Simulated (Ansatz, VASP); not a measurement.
Two plane-wave programs on ZnO (lda)

The input INCAR:

```
SYSTEM = ZnO
PREC = Accurate ; ENCUT = 520
EDIFF = 1E-6 ; ISMEAR = 0
SIGMA = 0.02 ; LREAL = .FALSE.
LASPH = .TRUE. ; NELM = 100
ALGO = Normal ; ISIF = 2
LWAVE = .FALSE. ; LCHARG = .FALSE.
NBANDS = 26
```

The input KPOINTS:

```
Automatic mesh
0
G
  12 12 6
  0 0 0
```

The input POSCAR:

```
ZnO
1.0
    3.1871685658      0.0000000000      0.0000000000
   -1.5935842829      2.7601689441      0.0000000000
    0.0000000000      0.0000000000      5.1523119630
Zn O
2 2
Direct
    0.3333333333      0.6666666667      0.5002820947
    0.6666666667      0.3333333333      0.0002820947
    0.6666666667      0.3333333333      0.3787279053
    0.3333333333      0.6666666667      0.8787279053
```

Input for Ansatz:

```yaml
crystal:
  lattice:
    - [3.1871685658, 0.0, 0.0]
    - [-1.5935842829, 2.7601689441, 0.0]
    - [0.0, 0.0, 5.152311963]
  atoms:
    - { symbol: Zn, position: [0.3333333333, 0.6666666667, 0.5002820947] }
    - { symbol: Zn, position: [0.6666666667, 0.3333333333, 0.0002820947] }
    - { symbol: O, position: [0.6666666667, 0.3333333333, 0.3787279053] }
    - { symbol: O, position: [0.3333333333, 0.6666666667, 0.8787279053] }
basis:
  ecutwfc: 420
kpoints:
  mp_grid: { grid: [12, 12, 6] }
hamiltonian:
  xc: lda
scf:
  occupations: { method: gaussian, width: 0.02 }
  n_extra_bands: 16
output:
  forces: false
  stress: false
  eigenvalues: true
  optics: { e_range: [0, 14], sigma: 0.1, nscf_kmesh: { grid: [18, 18, 9] } }
```

Alike in both runs: task single point; functional LDA; k mesh 12 × 12 × 6; occupations gaussian, width 0.02 eV; no spin polarisation.

|  | VASP | Ansatz |
| --- | --- | --- |
| version | VASP 6.6.1 | Ansatz 0.2.0 |
| potentials or method | VASP PAW LDA potentials, release 64 (Zn, O) | scalar-relativistic, plane waves, PAW |
| plane-wave cutoff (eV) | 520 | 420 |
| valence electrons in the cell | 36 | 36 |

```csv
,VASP,Ansatz,Ansatz less VASP
gap on the k mesh at the Fermi level (eV),0.81,0.80,-0.008
least direct gap on the mesh (eV),0.81,0.80,-0.008
```

LDA gaps usually lie below the measured ones, often by a third to a half.
